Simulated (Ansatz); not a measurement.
## Molecular dynamics of WC

Input file:

```yaml
crystal:
  lattice:
    - [-2.989174, -5.1774, 0.0]
    - [4.48376, -2.5887, 0.0]
    - [0.0, 0.0, 5.849333]
  atoms:
    - { symbol: W, position: [0.75549787, 0.54292604, 0.03195764] }
    - { symbol: C, position: [0.45981495, 0.68170351, 0.20291466] }
    - { symbol: W, position: [0.72468456, 0.5043851, 0.49840505] }
    - { symbol: C, position: [0.4566456, 0.65119948, 0.79267169] }
    - { symbol: W, position: [0.49053259, -0.01271039, -0.00109051] }
    - { symbol: C, position: [0.24746928, 0.15062884, 0.22123488] }
    - { symbol: W, position: [0.49200557, -0.00436367, 0.5073465] }
    - { symbol: C, position: [0.20927698, 0.1636149, 0.74593067] }
    - { symbol: W, position: [0.22530729, 0.52875183, 0.02198139] }
    - { symbol: C, position: [-0.00993119, 0.67023093, 0.26253031] }
    - { symbol: W, position: [0.26183128, 0.492832, 0.52881089] }
    - { symbol: C, position: [0.01707201, 0.67717271, 0.77618058] }
    - { symbol: W, position: [-0.00759866, 0.01155063, 0.01206401] }
    - { symbol: C, position: [0.6814529, 0.18526221, 0.25070574] }
    - { symbol: W, position: [0.00120054, 0.0063315, 0.49654597] }
    - { symbol: C, position: [0.75021838, 0.12858052, 0.70616726] }
basis:
  ecutwfc: 420.0
kpoints:
  mp_grid: { grid: [2, 2, 2] }
hamiltonian:
  xc: pbe
  dispersion: d3bj
  pseudopotentials: { kind: paw, azcp: { folder: soft_1 } }
scf:
  occupations: { method: fermi_dirac, width: 0.24 }
  lower_state_search: "off"
md:
  timestep: 1.5
  n_steps: 260
  ensemble: nvt_langevin
  temperature: 1680.0
  initial_velocities: maxwell_boltzmann
  seed: 97427
  friction: 0.01
```

Run as:

```bash
$ ansatz run input.yaml --threads 1 --pin off --max-ram 3072MiB --backend cpu --events-out ev --progress --plain --runs-dir out
```

It goes on from the last frame of an earlier run, with new velocities.

Output, in part (step lines):

```
md step     0: t =     0.00 fs  T =  1575.0 K  F+E_penalty+E_count = -85096.93096819 eV  E_kin = 3.257352 eV  (9 SCF iters)
[... lines left out ...]
```

The steps, from the saved trajectory:

```tsv
time (fs)	T (K)	potential energy less start (eV)
0	1575	0.000
12	2290	-1.609
24	1982	-1.274
36	1755	-0.818
48	2777	-1.712
60	2613	-1.397
72	2173	-0.687
84	2530	-1.768
96	1510	0.056
108	2135	-0.913
120	2128	-1.621
132	1881	-1.488
144	2235	-2.148
156	1510	-1.447
168	1554	-1.771
180	2221	-2.855
192	2603	-2.297
204	1736	-1.333
216	1825	-2.456
228	1554	-1.284
240	2215	-2.362
252	1858	-2.113
264	1899	-3.043
276	1812	-3.058
288	1506	-2.760
300	1577	-2.557
312	1048	-1.827
324	1370	-2.485
336	1194	-2.682
348	1586	-3.370
360	1515	-3.126
372	1774	-3.917
384	1582	-3.652
```

All steps were run. A run of 0.39 ps of so small a system gives no equilibrium averages. Limits of this set-up: coarse k mesh.

Mean squared displacements from the first frame to the last, about the centre of mass: W 0.03 Å², C 0.09 Å².

Last frame:

```xyz
16
Lattice="-2.9892 -5.1774 0.0000 4.4838 -2.5887 0.0000 0.0000 0.0000 5.8493" Properties=species:S:1:pos:R:3
W -0.254 -5.241 0.048
C 1.301 -4.414 1.580
W -0.413 -5.307 2.956
C 1.175 -4.295 4.369
W -1.765 -2.661 0.132
C -0.147 -1.800 1.571
W -1.731 -2.668 2.944
C -0.225 -1.754 4.509
W 1.379 -2.787 0.131
C 2.772 -1.745 1.599
W 1.290 -2.622 3.088
C 2.704 -1.803 4.751
W -0.228 -0.033 0.094
C -1.826 -4.463 1.606
W -0.167 -0.156 3.030
C -1.888 -4.332 4.325
```

Run time: 19 min on 1 thread of Arm Neoverse V2 (shared host), peak memory 0.61 GiB.
